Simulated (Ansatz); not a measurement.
# GeO2: what the functional changes

How much do pressure and electronic structure of GeO2 hang on the functional? The cell is held and solved under LDA, PBEsol, r²SCAN. Some runs scale the volume too.

Method: DFT, scalar-relativistic, functionals as named in each step, in Ansatz 0.2.0.

## (1) The system as given

The structure is tetragonal, space group P4_2/mnm (No. 136). The conventional cell has a = 4.412 Å, b = 4.412 Å, c = 2.877 Å, α = 90.00°, β = 90.00°, γ = 90.00°. Ge (site symmetry mmm) has 6 O at 1.88 to 1.91 Å as nearest neighbours. O (site symmetry m2m) is surrounded by 3 Ge at 1.88 to 1.91 Å.

Structure file:

```xyz
6
Lattice="4.4124 0.0000 0.0000 0.0000 4.4124 0.0000 0.0000 0.0000 2.8765" Properties=species:S:1:pos:R:3 pbc="T T T"
Ge    2.2062    2.2062    1.4383
Ge    0.0000    0.0000    0.0000
O     3.0632    3.0632    0.0000
O     3.5554    0.8570    1.4383
O     1.3492    1.3492    0.0000
O     0.8570    3.5554    1.4383
```

Atoms are numbered in the order of the input: Ge1, Ge2, O3, O4, O5, O6.

## (2) LDA, LAPW

input.yaml

```yaml
crystal:
  lattice:
    - [4.41242435, 0.0, 0.0]
    - [0.0, 4.41242435, 0.0]
    - [0.0, 0.0, 2.87651434]
  atoms:
    - { symbol: Ge, position: [0.5, 0.5, 0.5] }
    - { symbol: Ge, position: [0.0, 0.0, 0.0] }
    - { symbol: O, position: [0.69422923, 0.69422923, 0.0] }
    - { symbol: O, position: [0.80577077, 0.19422923, 0.5] }
    - { symbol: O, position: [0.30577077, 0.30577077, 0.0] }
    - { symbol: O, position: [0.19422923, 0.80577077, 0.5] }
kpoints:
  mp_grid: { grid: [6, 6, 9] }
  band_path:
    path:
      - [0.0, 0.0, 0.0]
      - [0.0, 0.5, 0.0]
      - [0.5, 0.5, 0.0]
      - [0.0, 0.0, 0.0]
      - [0.0, 0.0, 0.5]
      - [0.0, 0.5, 0.5]
      - [0.5, 0.5, 0.5]
      - [0.0, 0.0, 0.5]
      - [0.0, 0.5, 0.0]
    npoints: 5
scf:
  occupations: { method: fermi_dirac, width: 0.02 }
hamiltonian:
  xc: lda
  pseudopotentials: { kind: all_electron, lapw: { basis_error: 0.0005 } }
output:
  forces: true
  stress: true
  eigenvalues: true
```

On the command line:

```
ansatz run input.yaml --threads 2 --pin off --max-ram 6144MiB --backend cpu --events-out ev --progress --plain --runs-dir out
```

Standard output, cut to the lines that bear on the results:

```text
LAPW: plane waves up to 11.588 Å⁻¹, error target 5.0e-4 eV per atom; small_component_spin mean_spin; O in spheres of 0.843 Å, 8 of its electrons in bands, Dirac shells []; Ge in spheres of 1.038 Å, 22 of its electrons in bands, Dirac shells []
[...]
Pseudopotentials: kind: all_electron
Pseudopotential: Ge, LAPW, valence charge 22, Koelling and Harmon's equation, gaussian nucleus
Pseudopotential: O, LAPW, valence charge 8, Koelling and Harmon's equation, gaussian nucleus
Functional definition: SPW92
[...]
Crystal: 6 atoms, lattice volume = 56.004 Å³
Basis set: ecut = 511.5914651711241 eV, 1463 PW (Γ), exchange–correlation at level 2
Bands: 46, of which v1, the nominal top of the filled ones, is band 38 counted from 1 (37 counted from 0)
Symmetry: 16 space group operations
Space group: P42/mnm (ITA 136), of the structure as read, at distance tolerance 3.8e-5 Å
k-points: 50 of 324
[...]
SCF iter   1: F=—  HF=-122225.092653 eV  |F-HF|=—  |Δ(HF+E_count)|=         —  Δρ=1.40e-1  dr2=1.05e1  ethr=1.38e-2  ⟨swp⟩=2.0  Hψ=15414  notcnv=0
[...]
the basis was enlarged: its passes take 5.6 MiB over the memory plan, 2 of 2 planned eigensolver slots
[...]
SCF iter   8: F=-122219.806105 eV  HF=-122219.806105 eV  |F-HF|=6.26e-10  |Δ(HF+E_count)|=   1.72e-7  Δρ=5.66e-6  dr2=1.96e-8  ethr=2.10e-9  ⟨swp⟩=2.0  Hψ=6600  notcnv=0
[...]
NSCF: frozen V_eff on 41 k-points
SCF converged after 8 iterations
Free energy (F): -122219.806105 eV
[...]
E sigma→0 (E₀):  -122219.806105 eV
Fermi energy:    12.011547 eV
[...]
--- Forces (eV/Å), atoms counted from 1 ---
  atom   1  Ge    -0.00000000    -0.00000000     0.00000000
  atom   2  Ge    -0.00000000     0.00000000     0.00000000
  atom   3  O     -0.07914777    -0.07914777     0.00000000
  atom   4  O      0.07914777    -0.07914777     0.00000000
  atom   5  O      0.07914777     0.07914777     0.00000000
  atom   6  O     -0.07914777     0.07914777     0.00000000
[...]
--- Stress (GPa, compression-positive) ---
       -4.514150       0.000000       0.000000
        0.000000      -4.514150       0.000000
        0.000000       0.000000      -4.680690
  P = ⅓ Tr σ = -4.5697 GPa (-45.697 kbar)
--- Band table (eV; the first three rows and the last of 50) ---
[...]
```

It took 61 s on 2 threads of Arm Neoverse V1, shared host; peak memory 0.82 GiB.

In short: pressure -4.57 GPa; gap 1.64 eV, direct at Γ; largest force 0.112 eV/Å.

## (3) LDA, PAW

Changes to input.yaml since step 2:

```diff
@@ -30,3 +30,3 @@
   xc: lda
-  pseudopotentials: { kind: all_electron, lapw: { basis_error: 0.0005 } }
+  pseudopotentials: { kind: paw }
 output:
@@ -35 +35,2 @@
   eigenvalues: true
+  efg: { contact_densities: true }
```

On the command line:

```
ansatz run input.yaml --threads 2 --pin off --max-ram 6144MiB --backend cpu --events-out ev --progress --plain --runs-dir out
```

Standard output, cut to the lines that bear on the results:

```text
[...]
Pseudopotentials: kind: paw
Pseudopotential: Ge, paw, valence charge 14, recommended cutoff 420 eV (normal)
Pseudopotential: O, paw, valence charge 6, recommended cutoff 420 eV (normal)
[... 1 set-up line as earlier in the session ...]
[...]
Crystal: 6 atoms, lattice volume = 56.004 Å³
Basis set: ecut = 420 eV, 1089 PW (Γ)
Bands: 32, of which v1, the nominal top of the filled ones, is band 26 counted from 1 (25 counted from 0)
[... 2 set-up lines as earlier in the session ...]
k-points: 50 of 324
[...]
SCF iter   1: F=—  HF=-10653.027149 eV  |F-HF|=—  |Δ(HF+E_count)|=         —  Δρ=1.83e-2  dr2=1.53e-1  ethr=1.77e-3  ⟨swp⟩=6.0  Hψ=6275  notcnv=0
[...]
SCF iter   6: F=-10652.978285 eV  HF=-10652.978285 eV  |F-HF|=2.47e-8  |Δ(HF+E_count)|=   9.51e-7  Δρ=8.41e-6  dr2=3.13e-8  ethr=1.92e-10  ⟨swp⟩=7.6  Hψ=6909  notcnv=0
[...]
NSCF: frozen V_eff on 41 k-points
SCF converged after 6 iterations
Free energy (F): -10652.978285 eV
[...]
E sigma→0 (E₀):  -10652.978285 eV
Fermi energy:    10.804318 eV
[...]
--- Forces (eV/Å), atoms counted from 1 ---
  atom   1  Ge     0.00000000    -0.00000000     0.00000000
  atom   2  Ge     0.00000000    -0.00000000     0.00000000
  atom   3  O     -0.08294310    -0.08294310     0.00000000
  atom   4  O      0.08294310    -0.08294310     0.00000000
  atom   5  O      0.08294310     0.08294310     0.00000000
  atom   6  O     -0.08294310     0.08294310     0.00000000
[...]
--- Stress (GPa, compression-positive) ---
       -4.743732       0.000000       0.000000
        0.000000      -4.743732       0.000000
        0.000000       0.000000      -5.025139
  P = ⅓ Tr σ = -4.8375 GPa (-48.375 kbar)
--- Band table (eV; the first three rows and the last of 50) ---
[...]
```

Run time: 4.2 s. Hardware: 2 threads of Arm Neoverse V1, shared host; peak memory 0.39 GiB.

Read from it: pressure -4.84 GPa; gap 1.64 eV, direct at Γ; largest force 0.117 eV/Å.

## (4) PBEsol, LAPW

Changes to input.yaml since step 3:

```diff
@@ -29,4 +29,4 @@
 hamiltonian:
-  xc: lda
-  pseudopotentials: { kind: paw }
+  xc: pbesol
+  pseudopotentials: { kind: all_electron, lapw: { basis_error: 0.0005 } }
 output:
@@ -35,2 +35 @@
   eigenvalues: true
-  efg: { contact_densities: true }
```

On the command line:

```
ansatz run input.yaml --threads 2 --pin off --max-ram 6144MiB --backend cpu --events-out ev --progress --plain --runs-dir out
```

Standard output, cut to the lines that bear on the results:

```text
LAPW: plane waves up to 11.584 Å⁻¹, error target 5.0e-4 eV per atom; small_component_spin mean_spin; O in spheres of 0.843 Å, 8 of its electrons in bands, Dirac shells []; Ge in spheres of 1.037 Å, 22 of its electrons in bands, Dirac shells []
[...]
[... 3 set-up lines as earlier in the session ...]
Functional definition: PBEsol
[...]
Crystal: 6 atoms, lattice volume = 56.004 Å³
Basis set: ecut = 511.2843536783491 eV, 1463 PW (Γ), exchange–correlation at level 2
Bands: 46, of which v1, the nominal top of the filled ones, is band 38 counted from 1 (37 counted from 0)
[... 2 set-up lines as earlier in the session ...]
k-points: 50 of 324
[...]
SCF iter   8: F=-122317.083269 eV  HF=-122317.083269 eV  |F-HF|=8.99e-9  |Δ(HF+E_count)|=   1.99e-6  Δρ=6.47e-6  dr2=2.34e-8  ethr=2.80e-9  ⟨swp⟩=3.0  Hψ=7252  notcnv=0
[...]
NSCF: frozen V_eff on 41 k-points
SCF converged after 8 iterations
Free energy (F): -122317.083269 eV
[...]
E sigma→0 (E₀):  -122317.083269 eV
Fermi energy:    12.267566 eV
[...]
--- Forces (eV/Å), atoms counted from 1 ---
  atom   1  Ge     0.00000000    -0.00000000     0.00000000
  atom   2  Ge     0.00000000    -0.00000000     0.00000000
  atom   3  O     -0.02816271    -0.02816271     0.00000000
  atom   4  O      0.02816271    -0.02816271     0.00000000
  atom   5  O      0.02816271     0.02816271     0.00000000
  atom   6  O     -0.02816271     0.02816271     0.00000000
[...]
--- Stress (GPa, compression-positive) ---
        1.940770       0.000000       0.000000
        0.000000       1.940770       0.000000
        0.000000       0.000000       2.515981
  P = ⅓ Tr σ = 2.1325 GPa (21.325 kbar)
--- Band table (eV; the first three rows and the last of 50) ---
[...]
```

Run time: 62 s. Hardware: 2 threads of Arm Neoverse V1, shared host; peak memory 0.83 GiB.

Read from it: pressure 2.13 GPa; gap 1.69 eV, direct at Γ; largest force 0.040 eV/Å.

## (5) PBEsol, PAW

Changes to input.yaml since step 4:

```diff
@@ -30,3 +30,3 @@
   xc: pbesol
-  pseudopotentials: { kind: all_electron, lapw: { basis_error: 0.0005 } }
+  pseudopotentials: { kind: paw }
 output:
@@ -35 +35,2 @@
   eigenvalues: true
+  efg: { contact_densities: true }
```

On the command line:

```
ansatz run input.yaml --threads 2 --pin off --max-ram 6144MiB --backend cpu --events-out ev --progress --plain --runs-dir out
```

Standard output, cut to the lines that bear on the results:

```text
[...]
[... 4 set-up lines as earlier in the session ...]
[...]
Crystal: 6 atoms, lattice volume = 56.004 Å³
Basis set: ecut = 420 eV, 1089 PW (Γ), exchange–correlation on 60×60×40 points (8 copies of the dense FFT grid, shifted against one another)
Bands: 32, of which v1, the nominal top of the filled ones, is band 26 counted from 1 (25 counted from 0)
[... 2 set-up lines as earlier in the session ...]
k-points: 50 of 324
[...]
SCF iter   1: F=—  HF=-10750.628692 eV  |F-HF|=—  |Δ(HF+E_count)|=         —  Δρ=1.60e-2  dr2=1.06e-1  ethr=1.77e-3  ⟨swp⟩=6.0  Hψ=6350  notcnv=0
[...]
SCF iter   6: F=-10750.595894 eV  HF=-10750.595894 eV  |F-HF|=2.00e-9  |Δ(HF+E_count)|=   1.97e-6  Δρ=7.75e-6  dr2=2.36e-8  ethr=1.92e-10  ⟨swp⟩=7.5  Hψ=7460  notcnv=0
[...]
NSCF: frozen V_eff on 41 k-points
SCF converged after 6 iterations
Free energy (F): -10750.595894 eV
[...]
E sigma→0 (E₀):  -10750.595894 eV
Fermi energy:    11.058339 eV
[...]
--- Forces (eV/Å), atoms counted from 1 ---
  atom   1  Ge     0.00000000     0.00000000     0.00000000
  atom   2  Ge     0.00000000    -0.00000000     0.00000000
  atom   3  O     -0.02594168    -0.02594168     0.00000000
  atom   4  O      0.02594168    -0.02594168     0.00000000
  atom   5  O      0.02594168     0.02594168     0.00000000
  atom   6  O     -0.02594168     0.02594168     0.00000000
[...]
--- Stress (GPa, compression-positive) ---
        2.037413       0.000000       0.000000
        0.000000       2.037413       0.000000
        0.000000       0.000000       2.606839
  P = ⅓ Tr σ = 2.2272 GPa (22.272 kbar)
--- Band table (eV; the first three rows and the last of 50) ---
[...]
```

It took 4.4 s on 2 threads of Arm Neoverse V1, shared host; peak memory 0.4 GiB.

In short: pressure 2.23 GPa; gap 1.68 eV, direct at Γ; largest force 0.037 eV/Å.

## (6) r²SCAN, PAW

Changes to input.yaml since step 5:

```diff
@@ -29,3 +29,3 @@
 hamiltonian:
-  xc: pbesol
+  xc: r2scan
   pseudopotentials: { kind: paw }
@@ -36 +36,5 @@
   efg: { contact_densities: true }
+  write_density: true
+  write_potential: true
+  elf: true
+  volumetric_format: npy
```

On the command line:

```
ansatz run input.yaml --threads 2 --pin off --max-ram 6144MiB --backend cpu --events-out ev --progress --plain --runs-dir out
```

Standard output, cut to the lines that bear on the results:

```text
[...]
[... 1 set-up line as earlier in the session ...]
Pseudopotential: Ge, paw, valence charge 14, recommended cutoff 500 eV (meta_gga)
Pseudopotential: O, paw, valence charge 6, recommended cutoff 500 eV (meta_gga)
Functional definition: r2SCAN
[...]
Crystal: 6 atoms, lattice volume = 56.004 Å³
Basis set: ecut = 500 eV, 1431 PW (Γ), exchange–correlation on 144×144×96 points (64 copies of the dense FFT grid, shifted against one another)
Bands: 32, of which v1, the nominal top of the filled ones, is band 26 counted from 1 (25 counted from 0)
[... 2 set-up lines as earlier in the session ...]
k-points: 50 of 324
[...]
SCF iter   1: F=—  HF=-10880.513966 eV  |F-HF|=—  |Δ(HF+E_count)|=         —  Δρ=1.16e-2  dr2=4.06e-2  dr2_τ=3.22e-1  ethr=1.77e-3  ⟨swp⟩=6.0  Hψ=6630  notcnv=0
[...]
SCF iter   7: F=-10880.651236 eV  HF=-10880.651236 eV  |F-HF|=1.23e-9  |Δ(HF+E_count)|=   1.92e-8  Δρ=2.97e-6  dr2=3.72e-9  dr2_τ=4.13e-10  ethr=1.92e-10  ⟨swp⟩=12.0  Hψ=9981  notcnv=0
[...]
NSCF: frozen V_eff on 41 k-points
SCF converged after 7 iterations
Free energy (F): -10880.651236 eV
[...]
E sigma→0 (E₀):  -10880.651236 eV
Fermi energy:    11.090495 eV
[...]
--- Forces (eV/Å), atoms counted from 1 ---
  atom   1  Ge     0.00000000     0.00000000     0.00000000
  atom   2  Ge     0.00000000    -0.00000000     0.00000000
  atom   3  O     -0.03621684    -0.03621684     0.00000000
  atom   4  O      0.03621684    -0.03621684     0.00000000
  atom   5  O      0.03621684     0.03621684     0.00000000
  atom   6  O     -0.03621684     0.03621684     0.00000000
[...]
--- Stress (GPa, compression-positive) ---
       -0.762128       0.000000       0.000000
        0.000000      -0.762128       0.000000
        0.000000       0.000000      -1.484909
  P = ⅓ Tr σ = -1.0031 GPa (-10.031 kbar)
--- Band table (eV; the first three rows and the last of 50) ---
[...]
```

Wall time 11 s (2 threads of Arm Neoverse V1, shared host); peak memory 0.53 GiB.

Read from it: pressure -1.00 GPa; gap 2.45 eV, direct at Γ; largest force 0.051 eV/Å.

## (7) r²SCAN, PAW, volume × 0.96

Changes to input.yaml since step 6:

```diff
@@ -2,5 +2,5 @@
   lattice:
-    - [4.41242435, 0.0, 0.0]
-    - [0.0, 4.41242435, 0.0]
-    - [0.0, 0.0, 2.87651434]
+    - [4.3527896836, 0.0, 0.0]
+    - [0.0, 4.3527896836, 0.0]
+    - [0.0, 0.0, 2.8376377589]
   atoms:
@@ -14,14 +14,2 @@
   mp_grid: { grid: [6, 6, 9] }
-  band_path:
-    path:
-      - [0.0, 0.0, 0.0]
-      - [0.0, 0.5, 0.0]
-      - [0.5, 0.5, 0.0]
-      - [0.0, 0.0, 0.0]
-      - [0.0, 0.0, 0.5]
-      - [0.0, 0.5, 0.5]
-      - [0.5, 0.5, 0.5]
-      - [0.0, 0.0, 0.5]
-      - [0.0, 0.5, 0.0]
-    npoints: 5
 scf:
```

On the command line:

```
ansatz run input.yaml --threads 2 --pin off --max-ram 6144MiB --backend cpu --events-out ev --progress --plain --runs-dir out
```

Standard output, cut to the lines that bear on the results:

```text
[...]
[... 4 set-up lines as earlier in the session ...]
[...]
Crystal: 6 atoms, lattice volume = 53.764 Å³
Basis set: ecut = 500 eV, 1379 PW (Γ), exchange–correlation on 128×128×96 points (64 copies of the dense FFT grid, shifted against one another)
Bands: 32, of which v1, the nominal top of the filled ones, is band 26 counted from 1 (25 counted from 0)
[... 2 set-up lines as earlier in the session ...]
k-points: 50 of 324
[...]
SCF iter   1: F=—  HF=-10880.430561 eV  |F-HF|=—  |Δ(HF+E_count)|=         —  Δρ=1.19e-2  dr2=3.98e-2  dr2_τ=3.63e-1  ethr=1.77e-3  ⟨swp⟩=6.0  Hψ=6703  notcnv=0
[...]
SCF iter   7: F=-10880.584439 eV  HF=-10880.584439 eV  |F-HF|=1.71e-9  |Δ(HF+E_count)|=   2.57e-9  Δρ=3.17e-6  dr2=3.85e-9  dr2_τ=4.50e-10  ethr=1.92e-10  ⟨swp⟩=12.3  Hψ=10216  notcnv=0
[...]
SCF converged after 7 iterations
Free energy (F): -10880.584439 eV
[...]
E sigma→0 (E₀):  -10880.584439 eV
Fermi energy:    12.087311 eV
[...]
--- Forces (eV/Å), atoms counted from 1 ---
  atom   1  Ge     0.00000000     0.00000000     0.00000000
  atom   2  Ge     0.00000000    -0.00000000     0.00000000
  atom   3  O      0.13034004     0.13034004     0.00000000
  atom   4  O     -0.13034004     0.13034004     0.00000000
  atom   5  O     -0.13034004    -0.13034004     0.00000000
  atom   6  O      0.13034004    -0.13034004     0.00000000
[...]
--- Stress (GPa, compression-positive) ---
       10.234719       0.000000       0.000000
        0.000000      10.234719       0.000000
        0.000000       0.000000      12.577263
  P = ⅓ Tr σ = 11.0156 GPa (110.156 kbar)
--- Band table (eV; the first three rows and the last of 50) ---
[...]
```

It took 8.7 s on 2 threads of Arm Neoverse V1, shared host; peak memory 0.5 GiB.

In short: pressure 11.02 GPa; gap on the k mesh 3.08 eV; largest force 0.184 eV/Å.

## (8) Functionals side by side

| run | pressure (GPa) | gap on the k mesh (eV) | largest force (eV/Å) | SCF cycles |
| --- | --- | --- | --- | --- |
| LDA, LAPW | -4.57 | 1.64 | 0.112 | 8 |
| LDA, PAW | -4.84 | 1.64 | 0.117 | 6 |
| PBEsol, LAPW | 2.13 | 1.69 | 0.040 | 8 |
| PBEsol, PAW | 2.23 | 1.68 | 0.037 | 6 |
| r²SCAN, PAW | -1.00 | 2.45 | 0.051 | 7 |
| r²SCAN, PAW, volume × 0.96 | 11.02 | 3.08 | 0.184 | 7 |

Highest filled and lowest empty level at the labelled points (eV from each run's valence-band top):

```csv
point,LDA top,LDA bottom,PBEsol top,PBEsol bottom
Γ,0.00,1.64,0.00,1.69
X,-0.84,4.69,-0.84,4.79
M,-1.52,4.73,-1.52,4.84
Γ,0.00,1.64,0.00,1.69
Z,-1.92,5.89,-1.92,6.04
R,-1.41,6.11,-1.39,6.26
A,-1.18,4.39,-1.18,4.50
Z,-1.92,5.89,-1.92,6.04
X,-0.84,4.69,-0.84,4.79
```

## (9) What came out

| quantity | value |
| --- | --- |
| pressure, LDA (LAPW) | -4.57 GPa |
| pressure, PBEsol (LAPW) | 2.13 GPa |
| gap, LDA | 1.64 eV |
| gap, PBEsol | 1.69 eV |

**Reading.** LAPW pressures run LDA (-4.6 GPa) < PBEsol (2.1 GPa); a lower pressure means a smaller equilibrium volume. Gaps: LDA 1.64, PBEsol 1.69 eV. These are Kohn-Sham gaps. PAW stays within 0.27 GPa of LAPW; they differ most under LDA.
